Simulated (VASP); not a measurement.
A run of VASP 6.6.1:

Contents of INCAR:

```
SYSTEM = Si2Mo
PREC     = Accurate       ! precision mode
ENCUT    = 600            ! plane-wave cutoff, eV
EDIFF    = 1E-6           ! SCF threshold, eV
ISMEAR   = -1             ! smearing method
SIGMA    = 0.05           ! smearing width, eV
LREAL    = .False.        ! projectors in reciprocal space
LASPH    = .True.         ! aspherical terms in the spheres
NELM     = 60             ! most SCF steps
ALGO     = Fast           ! electronic algorithm
ISIF     = 3              ! what is computed and relaxed
LWAVE    = .False.        ! write WAVECAR
LCHARG   = .False.        ! write CHGCAR
GGA      = PE             ! functional
IBRION   = 2              ! ionic algorithm
NSW      = 40             ! ionic steps
EDIFFG   = -0.01          ! ionic threshold
```

File KPOINTS:

```
regular mesh
0
Gamma
  5 5 3
  0 0 0
```

File POSCAR:

```
Si2Mo
1.0
    4.5854715599      0.0000000000      0.0000000000
   -2.2927357800      3.9711348592      0.0000000000
    0.0000000000      0.0000000000      6.5797601000
Mo Si
3 6
Direct
    0.5000000000      0.5000000000      0.8333333333
    0.0000000000      0.5000000000      0.1666666667
    0.5000000000      0.0000000000      0.5000000000
    0.1638729800      0.3277459600      0.5000000000
    0.6722540400      0.8361270200      0.1666666667
    0.8361270200      0.1638729800      0.8333333333
    0.8361270200      0.6722540400      0.5000000000
    0.3277459600      0.1638729800      0.1666666667
    0.1638729800      0.8361270200      0.8333333333
```

Potentials or basis: VASP PAW PBE potentials, release 54 (Mo, Si).

Run with:

```sh
$ cat potpaw_PBE.54/Mo/POTCAR potpaw_PBE.54/Si/POTCAR > POTCAR
$ mpirun -np 1 vasp_std > vasp.out
```

Hardware: 1 thread of Intel(R) Xeon(R) Platinum 8259CL CPU @ 2.50GHz (Skylake/Cascade Lake) (shared host).

Q: Estimate the wall time of this run.

A: It took 3.7 min on 1 thread of Intel(R) Xeon(R) Platinum 8259CL CPU @ 2.50GHz (Skylake/Cascade Lake), with other jobs on the host, peak memory 0.31 GiB. Counts: scf iterations 50, k points 10, ion steps 5.
